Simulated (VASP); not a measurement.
# AlN: restarted molecular dynamics, 2 variants

AlN, Fm-3m (no. 225), 8 atoms in the cell. PBE, molecular dynamics; PAW potentials Al, N (PBE set).

| Restart from | Temperature at the end (K) | The same without a restart (K) | Potential energy at the end (eV/atom) | The same without a restart (eV/atom) | Electronic steps in the first step after the restart | Time (s) |
|---|---|---|---|---|---|---|
| CONTCAR with velocities, WAVECAR read | 590.0 | 590.0 | -7.22868 | -7.22868 | 4 | 103 |
| CONTCAR with velocities, no WAVECAR | 590.0 | 590.0 | -7.22868 | -7.22868 | 13 | 94 |

Limits: 60 fs of 8 atoms are too short for converged averages; the cell is only 4.1 Å across, so each atom moves in step with near copies of itself.

## Input of the first row

INCAR.step1:
```
GGA      = PE             # functional
PREC     = Normal         # precision mode
ENCUT    = 400            # plane-wave cutoff, eV
EDIFF    = 1E-6           # SCF threshold, eV
NELMIN   = 4            
NELM     = 60             # most SCF steps
ALGO     = Normal         # electronic algorithm
LREAL    = Auto         
LASPH    = True           # aspherical terms in the spheres
ISMEAR   = 0              # smearing method
SIGMA    = 0.05           # smearing width, eV
ISYM     = 0            
LWAVE    = True           # write WAVECAR
LCHARG   = False          # write CHGCAR
IBRION   = 0              # ionic algorithm
NSW      = 30             # ionic steps
POTIM    = 1.0            # step
TEBEG    = 600          
ISIF     = 2              # what is computed and relaxed
RANDOM_SEED= 679196 0 0   
MDALGO   = 4            
NHC_NCHAINS= 3            
NHC_PERIOD= 30           
KPAR     = 2             
```

INCAR.step2, as INCAR.step1 but for:
```
- LWAVE = True
+ LWAVE = False
```

KPOINTS:
```
k-points
0
Gamma
  3 3 3
```

POSCAR.step1:
```
AlN
1.0
    4.0690360000      0.0000000000      0.0000000000
    0.0000000000      4.0690360000      0.0000000000
    0.0000000000      0.0000000000      4.0690360000
Al N
4 4
Direct
    0.5000000000      0.0000000000      0.0000000000
    0.5000000000      0.5000000000      0.5000000000
    0.0000000000      0.0000000000      0.5000000000
    0.0000000000      0.5000000000      0.0000000000
    0.0000000000      0.0000000000      0.0000000000
    0.0000000000      0.5000000000      0.5000000000
    0.5000000000      0.0000000000      0.5000000000
    0.5000000000      0.5000000000      0.0000000000
```

Commands (each step's output is kept before the next begins):
```
cat potpaw_PBE.64/Al/POTCAR potpaw_PBE.64/N/POTCAR > POTCAR
cp INCAR.step1 INCAR
cp POSCAR.step1 POSCAR
mpirun -np 2 vasp_std > vasp.out
cp CONTCAR POSCAR
cp INCAR.step2 INCAR
mpirun -np 2 vasp_std > vasp.out
```

Changes of the last row against the first:
```
(step 1)
- LWAVE = True
+ LWAVE = False
```

VASP 6.6.1 took 103 s on 2 cores (Intel Xeon Platinum 8488C (Sapphire Rapids)), a shared host.
